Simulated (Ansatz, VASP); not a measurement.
One calculation of Sr, two programs

INCAR

```
SYSTEM = Sr
  PREC = Accurate
  ENCUT = 520
  EDIFF = 1E-6
  ISMEAR = 0
  SIGMA = 0.15
  LREAL = .FALSE.
  LASPH = .TRUE.
  NELM = 80
  ALGO = Fast
  ISIF = 2
  LWAVE = .FALSE.
  LCHARG = .FALSE.
  GGA = PE
  NBANDS = 11
```

Contents of KPOINTS:

```
regular mesh
0
G
  14 14 14
  0 0 0
```

POSCAR

```
Sr
1.0
    0.0000000000      3.1944675000      3.1944675000
    3.1944675000      0.0000000000      3.1944675000
    3.1944675000      3.1944675000      0.0000000000
Sr
1
Direct
    0.0000000000      0.0000000000      0.0000000000
```

Input for Ansatz:

```yaml
crystal:
  lattice:
    - [0.0, 3.1944675, 3.1944675]
    - [3.1944675, 0.0, 3.1944675]
    - [3.1944675, 3.1944675, 0.0]
  atoms:
    - { symbol: Sr, position: [0.0, 0.0, 0.0] }
basis:
  ecutwfc: 420
kpoints:
  mp_grid: { grid: [14, 14, 14] }
hamiltonian:
  xc: pbe
scf:
  occupations: { method: gaussian, width: 0.15 }
output:
  forces: true
  stress: true
  eigenvalues: true
```

Change from the starting cell: strain +0.050 along x and y, +0.050 along z, atoms carried along.

Alike in both runs: task single point; functional PBE; k mesh 14 × 14 × 14; occupations gaussian, width 0.15 eV; no spin polarisation.

|  | VASP | Ansatz |
| --- | --- | --- |
| version | VASP 6.6.1 | Ansatz 0.2.0 |
| potentials or method | VASP PAW PBE potentials, release 64 (Sr_sv) | scalar-relativistic, plane waves, PAW |
| plane-wave cutoff (eV) | 520 | 420 |
| valence electrons in the cell | 10 | 10 |

|  | VASP | Ansatz | Ansatz less VASP |
| --- | --- | --- | --- |
| gap on the k mesh at the Fermi level (eV) | none | none | - |
| pressure (GPa) | -1.5 | -1.5 | 0.00 |

A gap of «none» marks a metal or a gap that the smearing closes. With one functional, cell and mesh, what is left measures potentials, basis and numerics.
